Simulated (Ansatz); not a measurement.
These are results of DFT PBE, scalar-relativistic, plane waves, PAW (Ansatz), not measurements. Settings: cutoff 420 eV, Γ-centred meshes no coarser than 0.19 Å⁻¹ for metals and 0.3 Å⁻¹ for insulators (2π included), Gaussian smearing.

All energies are static (0 K, no zero-point motion). The comparison covers the computed candidates alone. The k mesh leaves about 4 meV/atom of noise in metals. No run is spin-polarised.

**Question.** Order these relaxed structures of Li3S2 by energy, lowest first, with the energy over the lowest of them.
A.

Space group P6/mmm (No. 191). a = 6.811 Å, b = 6.811 Å, c = 2.935 Å, α = 90.00°, β = 90.00°, γ = 120.00°
```csv
atom,site,symmetry,x,y,z
Li,3f,mmm,0.5000,0.5000,0.0000
S,2d,-6m2,0.3333,0.6667,0.5000
```

B.

Space group P-1 (No. 2). a = 3.915 Å, b = 4.289 Å, c = 5.425 Å, α = 97.26°, β = 100.05°, γ = 115.99°
```
atom  site  symmetry       x       y       z
  Li    1a        -1  0.0000  0.0000  0.0000
  Li    2i         1  0.5691  0.3135  0.6868
   S    2i         1  0.7265  0.2855  0.2516
```

C.

Space group P-3m1 (No. 164). a = 4.084 Å, b = 4.084 Å, c = 5.500 Å, α = 90.00°, β = 90.00°, γ = 120.00°
| atom | site | symmetry | x | y | z |
| --- | --- | --- | --- | --- | --- |
| Li | 1a | -3m. | 0.0000 | 0.0000 | 0.0000 |
| Li | 2d | 3m. | 0.3333 | 0.6667 | 0.6877 |
| S | 2d | 3m. | 0.3333 | 0.6667 | 0.2322 |

**Answer.** B (0 meV/atom), A (19 meV/atom), C (53 meV/atom).